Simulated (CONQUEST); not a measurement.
**PtSe2 (Sudovikovite) under changes of volume**

One of the cells (20.265 Å³/atom); the others are scaled copies at fixed shape and fractional positions:

```xyz
6
Lattice="3.7240 0.0000 0.0000 0.0000 5.0620 0.0000 0.0000 0.0000 6.4502" Properties=species:S:1:pos:R:3 pbc="T T T"
Pt    0.0000    0.0000    0.0000
Pt    1.8620    0.0000    3.2251
Se    0.0000    3.7965    2.1501
Se    1.8620    3.7965    5.3751
Se    0.0000    1.2655    4.3001
Se    1.8620    1.2655    1.0750
```

| Property | Result |
| --- | --- |
| Program | CONQUEST 1.3 |
| Functional | PBE |
| Potentials or basis | PseudoDojo NC PBE, DZP, grid of 36 × 48 × 64 points |
| k mesh | 7 × 5 × 4 |
| Occupations | fermi-dirac, width 0.05 eV |
| Spin | no spin polarisation |

```csv
volume (Å³/atom),energy over the lowest point (meV/atom),pressure (GPa),largest force (eV/Å)
19.049,172.79,22.5,2.147
19.455,121.98,17.8,1.791
19.860,81.72,14.1,1.462
20.265,?,?,?
20.671,26.37,8.1,0.882
21.076,9.67,5.2,0.625
21.481,0.00,2.6,0.387
```

What does the run at 20.265 Å³/atom give?

Energy over the lowest point 50.32 meV/atom; pressure 10.9 GPa; largest force 1.161 eV/Å.

Worked out: A Birch-Murnaghan fit of order 3 (a polynomial in V^(-2/3)) to the other rows has its minimum at 21.99 Å³/atom, just outside them, with B0 = V·E''(V) = 110 GPa and B' = 4.6 at fixed shape and positions, which overstates the stiffness. It gives 49.96 meV/atom at 20.265 Å³/atom, against the run's 50.32, and -dE/dV = 10.9 GPa, against 10.9.

Energies are extrapolated to zero smearing.

Caveats: the basis of atomic orbitals isn't converged, which shifts pressures, moduli and gaps; forces of over 1 eV/Å show positions far from the minimum, so gaps and moduli don't describe the material at rest (some runs).
